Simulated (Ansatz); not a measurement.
# I_S in MgS (F-43m): charge-transition levels

Aim: at which Fermi levels does I_S in MgS (F-43m) change its charge? The model is a cell of 72 host atoms with 1 S taken out and 1 I put in.

Method: place-levels on LDA runs: charge-transition levels and formation energies with image-charge correction and potential alignment at the atomic sites, in Ansatz 0.2.0.

## 1. Set-up

The cell holds 72 atoms: 36 Mg, 35 S and 1 I. Cell: a = 11.864 Å, b = 11.864 Å, c = 15.819 Å, α = 60.0°, β = 60.0°, γ = 60.0°. It derives from MgS (space group F-43m). Nearest the centre at fractional (0.417, 0.417, 0.562): I38 at 0.00 Å, Mg45 at 2.42 Å, Mg37 at 2.42 Å, Mg39 at 2.42 Å, Mg61 at 2.42 Å, S14 at 3.95 Å, S32 at 3.95 Å, S16 at 3.95 Å.

Known beforehand: the electronic dielectric constant, 4.19, and the static one, 6.60, computed on the host (DFPT, LDA).

The cell's shortest repeat is 11.9 Å.

## 2. Charge states

A transition level is the Fermi level at which two charge states cost the same, so each charge needs its own total energy, at its own relaxed structure.

Each atom starts 0.03 Å or so off its site in a random direction: a symmetric start keeps its symmetry, and would miss off-centre moves and Jahn–Teller distortions. Forces are taken at one point at (¼, ¼, ¼). The cell holds 1 electron fewer than the neutral one, with a uniform background that keeps it neutral on the whole.

One of the inputs; charge, spin and start change from state to state.

Input file qp1.relax/input.yaml:

```yaml
crystal:
  lattice:
    - [0.0, 8.3894084, 8.3894084]
    - [8.3894084, 0.0, 8.3894084]
    - [11.18587786, 11.18587786, 0.0]
  atoms:
    - { symbol: Mg, position: [0.0, 0.0, 0.0] }
    - { symbol: S, position: [0.08333333, 0.08333333, 0.0625] }
[... 11 atom lines left out ...]
    - { symbol: S, position: [0.08333333, 0.41666667, 0.5625] }
[... 1 atom line left out ...]
    - { symbol: S, position: [0.08333333, 0.41666667, 0.8125] }
[... 5 atom lines left out ...]
    - { symbol: S, position: [0.08333333, 0.75, 0.5625] }
[... 7 atom lines left out ...]
    - { symbol: S, position: [0.41666667, 0.08333333, 0.5625] }
[... 1 atom line left out ...]
    - { symbol: S, position: [0.41666667, 0.08333333, 0.8125] }
[... 3 atom lines left out ...]
    - { symbol: S, position: [0.41666667, 0.41666667, 0.3125] }
    - { symbol: Mg, position: [0.33333333, 0.33333333, 0.5] }
    - { symbol: I, position: [0.41666667, 0.41666667, 0.5625] }
    - { symbol: Mg, position: [0.33333333, 0.33333333, 0.75] }
    - { symbol: S, position: [0.41666667, 0.41666667, 0.8125] }
[... 2 atom lines left out ...]
    - { symbol: Mg, position: [0.33333333, 0.66666667, 0.25] }
    - { symbol: S, position: [0.41666667, 0.75, 0.3125] }
    - { symbol: Mg, position: [0.33333333, 0.66666667, 0.5] }
    - { symbol: S, position: [0.41666667, 0.75, 0.5625] }
    - { symbol: Mg, position: [0.33333333, 0.66666667, 0.75] }
[... 5 atom lines left out ...]
    - { symbol: Mg, position: [0.66666667, 0.0, 0.5] }
    - { symbol: S, position: [0.75, 0.08333333, 0.5625] }
[... 5 atom lines left out ...]
    - { symbol: S, position: [0.75, 0.41666667, 0.3125] }
    - { symbol: Mg, position: [0.66666667, 0.33333333, 0.5] }
    - { symbol: S, position: [0.75, 0.41666667, 0.5625] }
[... 9 atom lines left out ...]
    - { symbol: S, position: [0.75, 0.75, 0.8125] }
  host:
    repeats: [3, 3, 4]
    atoms:
      - { symbol: Mg, position: [0.0, 0.0, 0.0] }
      - { symbol: S, position: [0.25, 0.25, 0.25] }
total_charge: 1
basis:
  ecutwfc: 420
  xc_grid: 2
hamiltonian:
  xc: lda
kpoints:
  mp_grid: { grid: [1, 1, 1], shift: [0.25, 0.25, 0.25] }
scf:
  occupations: { method: fixed }
  max_iter: 80
output:
  forces: true
  charged_corrections:
    epsilon: 4.19
    static_epsilon: 6.6
    defect_position: [0.416667, 0.416667, 0.5625]
relax:
  f_tol: 0.02
  max_steps: 80
  random_displacement: { amplitude: 0.03, seed: 222 }
checkpoint:
  write: "../qp1.relax.run"
  compress: false
  write_wavefunctions: true
  write_every: 100000
```

Launch:

```bash
> ansatz run input.yaml --threads 4 --pin off --max-ram 6594MiB --backend cpu --events-out ev --progress --plain --runs-dir out
```

The run of this state that the levels use, under LDA:

Input file qp1.point/input.yaml:

```yaml
crystal:
  checkpoint: "../qp1.relax.run"
  host: checkpoint
total_charge: 1
basis:
  ecutwfc: 420
  xc_grid: 2
hamiltonian:
  xc: lda
kpoints:
  mp_grid: { grid: [1, 1, 1], shift: [0.25, 0.25, 0.25] }
scf:
  occupations: { method: fixed }
  max_iter: 80
output:
  forces: true
  eigenvalues: true
  charged_corrections:
    epsilon: 4.19
    static_epsilon: 6.6
    defect_position: [0.416667, 0.416667, 0.5625]
  eigenstates: { localisation: true }
  populations: true
  band_densities: [{ bands: [v1, v1] }, { bands: [c1, c1] }]
  write_density: true
  write_potential: true
  volumetric_format: npy
checkpoint:
  write: "../qp1.point.run"
  compress: false
  write_wavefunctions: false
  write_every: 100000
```

Relaxations under LDA at one point at (¼, ¼, ¼); times on 4 threads of Arm Neoverse V2, shared host:

```
charge  moment (μB)  occupations    outcome  steps  largest displacement against the far atoms (Å)     time
     0            1        fixed  converged      5                                            0.42  4.7 min
    +1            0        fixed  converged      5                                            0.42     97 s
```

Single points under LDA at one point at (¼, ¼, ¼); times on 4 threads of Arm Neoverse V2, shared host:

```
charge  moment (μB)  occupations    outcome     time
     0            1        fixed  converged  2.1 min
    +1            0        fixed  converged     40 s
```

Distances (Å) from I38 to the nearest atoms after relaxation with LDA:

```csv
charge,moment (μB),1.,2.,3.,4.,5.,6.
0,1,Mg 2.81,Mg 2.82,Mg 2.82,Mg 2.83,S 3.99,S 3.99
+1,0,Mg 2.80,Mg 2.80,Mg 2.80,Mg 2.81,S 3.98,S 3.98
```

## 3. place-levels, LDA

A charged cell interacts with its images and the background, and its potential has another zero than the host's. place-levels removes the first by a point-charge model, screened by the static dielectric constant since the ions have relaxed around the charge, and the second by comparing potentials at atoms far from the defect.

The host is a run of the defect-free crystal in the same cutoffs, grids and k-points, so that basis and sampling errors cancel in part in the differences. The host is run in a cell of 18 atoms on a matching mesh. Its band edges are searched through the zone by a band path, so the gap is smaller than, or equal to, that on the mesh.

Input file levels.point.yaml:

```yaml
host:
  run: host.point.run
states: [q0_M1.point.run, qp1.point.run]
geometry_from:
  q0_M1.point.run: q0_M1.relax.run
  qp1.point.run: qp1.relax.run
  host.point.run: host.relax.run
```

Launch:

```bash
> ansatz place-levels levels.point.yaml -- --threads 4 --pin off --max-ram 6594MiB
```

Numbers of over 12 decimals in the logs are rounded to 6 here.

What it wrote:

```text
(+1/0) 3.382 eV above the valence edge (+3.399 eV without the band-filling correction), in the conduction band
  edges by lda, gap 3.361 eV; the host is sampled to repeats of 11.86 Å
  the defect's cells are sampled to repeats of 11.86 Å, like sampling
  charge +1: -106353.6069 eV with its correction of +0.398 eV, at epsilon 6.6, aligned at sites: +0.1316 eV, mean over 37 atomic sites at or beyond 5.93 Å from the defect at [0.4167, 0.4167, 0.5625], with +0.000537 for the charge's moments and without [...]
  charge 0: +0.000 eV for its dipole among its images, +0.001 omitted
  of states[1] (qp1.point.run): how wide its charge is, is not read beside other atoms or cores, and a band state would take no correction. [...]
  of states[0] (q0_M1.point.run): a band-filling correction moves a carrier to the host's band edge, which changes its energy by -0.017 eV
```

Run time: 0.13 s. Hardware: 4 threads of Arm Neoverse V2, shared host.

Under LDA the gap is 3.36 eV, (+1/0) 3.38 (outside the gap) (with band filling) eV.

Levels between the charges placed, in eV above the valence top:

```csv
,gap (eV),(+1/0)
LDA,3.36,3.38
```

Corrections by state:

```
charge  moment (μB)  image terms and alignment (eV)  band filling (eV)  ε used  over the lowest of its charge, as the program ranks them, band filling apart (eV)
    +1          0.0                           0.398                  -    6.60                                                                              0.000
     0          1.0                           0.000             -0.017       -                                                                              0.000
```

From the program's caveats on the states, each cut to its opening words:

- charge +1: how wide its charge is, is not read beside other atoms or cores, and a band state would take no correction
- charge 0 (1 μB): a band-filling correction moves a carrier to the host's band edge, which changes its energy by -0.017 eV

## 4. place-levels, PBEsol

PBEsol on the same structure is run to see how far the result rests on the functional, though not on the errors that semilocal functionals share.

qp1.pbesol/input.yaml, as its differences from qp1.point/input.yaml of step 2:

```diff
@@ -8,3 +8,3 @@
 hamiltonian:
-  xc: lda
+  xc: pbesol
 kpoints:
@@ -12,3 +12,3 @@
 scf:
-  occupations: { method: fixed }
+  occupations: { method: fermi_dirac, width: 0.01 }
   max_iter: 80
@@ -28,3 +28,4 @@
 checkpoint:
-  write: "../qp1.point.run"
+  read: "../qp1.relax.run"
+  write: "../qp1.pbesol.run"
   compress: false
```

Wall time 39 s (4 threads); peak memory 3 GiB; 2.5 min of CPU time.

Input file levels.pbesol.yaml:

```yaml
host:
  run: host.pbesol.run
states: [q0_M1.pbesol.run, qp1.pbesol.run]
geometry_from:
  q0_M1.pbesol.run: q0_M1.relax.run
  qp1.pbesol.run: qp1.relax.run
  host.pbesol.run: host.relax.run
chemical_potentials:
  S:
    energy: -884.879081
    dataset: "<sha256 of the dataset>"
  I:
    energy: -7432.288513
    dataset: <sha256 of the dataset>
```

Launch:

```bash
> ansatz place-levels levels.pbesol.yaml -- --threads 4 --pin off --max-ram 6594MiB
```

What it wrote:

```text
(+1/0) 3.481 eV above the valence edge, in the conduction band
formation energy of charge +1: -0.305 eV with the Fermi level at the valence edge
formation energy of charge 0: +3.176 eV with the Fermi level at the valence edge
  edges by pbesol, gap 3.469 eV; the host is sampled to repeats of 11.86 Å
[... the lines on each state left out ...]
```

Run time: 0.13 s. Hardware: 4 threads.

Under PBEsol the gap is 3.47 eV, (+1/0) 3.48 (outside the gap) eV; the stage before (LDA) gave a gap of 3.36 eV and levels within 0.10 eV of these.

## 5. Side by side

Levels between neighbouring charges, in eV above each run's own valence top:

```csv
,gap (eV),(+1/0),CPU time a state at this stage (restarts are quicker than cold starts)
"LDA, (¼, ¼, ¼)",3.36,3.38,5.5 min
"PBEsol on LDA structures, (¼, ¼, ¼)",3.47,3.48,5.1 min
```

## 6. Outcome

```json
{
 "gap of the host": "3.36 eV (LDA)",
 "level (plus 1/0)": "3.38 eV above the valence top, past the conduction bottom (3.40 eV above the valence top without the band-filling term)",
 "lowest of the charges placed, just above the valence top (0.02 eV)": "+1",
 "lowest of the charges placed, just below the conduction bottom (0.02 eV)": "+1"
}
```

What this shows: Of the charges placed (0 and +1), +1 is the lowest from 0.02 eV above the valence top to 0.02 eV below the conduction bottom, a gap of 3.36 eV. Charges above +1 and below 0 were not placed, so these runs say nothing of levels that involve them. States placed: +1 at 0 μB; 0 at 1 μB. Other spin states or structures, where not listed, weren't placed. The program finds carriers beyond a band edge of the host and adds a band-filling term at charge 0 (-0.02 eV); steps to such a charge show no bound level, and a defect level inside a band would be read the same way. Limits: one k-point off the zone centre stands for the whole zone; LDA makes the gap too small and tends to spread out bound carriers; spin–orbit coupling, which can matter with heavy atoms, is left out.

[Logs are printed without paths, hosts, clocks, repeated set-up lines and the standing remarks that a program may print on its own settings, such as how far it seeks lower states.]

[Hosts, paths, dates, database ids (printed as entryN), source tags and the programs' standing remarks are cut or masked in the printed files.]

[Where a table of states has a column of steps, it counts the stored structures, which are thinned; the runs took as many ionic steps or more.]

[A defect's name tells the site on which it was built; relaxed atoms can leave that site.]

[For some hosts the program warned that the k-mesh of the response run may be too coarse for force constants and the static dielectric constant; such warnings are not shown here.]
